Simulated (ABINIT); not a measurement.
## C: equation of state with revPBE

**The experiment to reproduce.**

From “Equation of state of cubic boron nitride at high pressures and temperatures”, 2007, arxiv:cond-mat/0702656, for a bulk crystal of C: bulk modulus 442 ± 5 GPa.

The system is C.

```
C
1.0
     0.00000    1.78337    1.78337
     1.78337    0.00000    1.78337
     1.78337    1.78337    0.00000
C
2
Cartesian
  2.6751 2.6751 2.6751
  1.7834 1.7834 1.7834
```

This isn't the form of C at room conditions, which is graphite.

```yaml
Program: ABINIT 10.8.3 (patched build)
Task: equation of state
Functional: revPBE
Potentials_or_basis: JTH PAW PBE v2.0
Cutoff: 544 eV
k_mesh: 13 × 13 × 13
Occupations: fermi-dirac, width 0.05 eV
Spin: no spin polarisation
```

| Property | Result |
| --- | --- |
| Equilibrium volume | 5.75 Å³/atom |
| Bulk modulus | 425 GPa |
| Pressure derivative of the bulk modulus | 4.1 (rough: it moves with the points fitted) |

Energy against volume, from the lowest point:
```csv
volume (Å³/atom),energy (meV/atom)
5.332,45.97
5.445,23.44
5.558,8.78
5.672,1.37
5.785,0.00
5.899,4.44
6.012,14.37
```

Wall time 26 s on 1 thread of Arm Neoverse V2, with other jobs on the host, peak memory 0.11 GiB.

A measured bulk modulus of C is 442 GPa (quoted in “Equation of state of cubic boron nitride at high pressures and temperatures”, 2007, arxiv:cond-mat/0702656); the calculated 425 GPa misses it by -3.7 %. 3 values of this kind are on record (442 to 444.8 GPa); this one was drawn at random among those near their median, those with a stated uncertainty first. The fit is for a static lattice scaled at fixed shape and fixed fractional positions. The cell as given is a measured one (5.67 Å³/atom); revPBE puts the equilibrium volume +1.4 % from it, thermal expansion not counted.

Caveat: pressures at fixed basis lie under the slope of the energies; the PAW data sets were made with another functional, which shifts forces and pressure a little; the atomic spheres overlap.
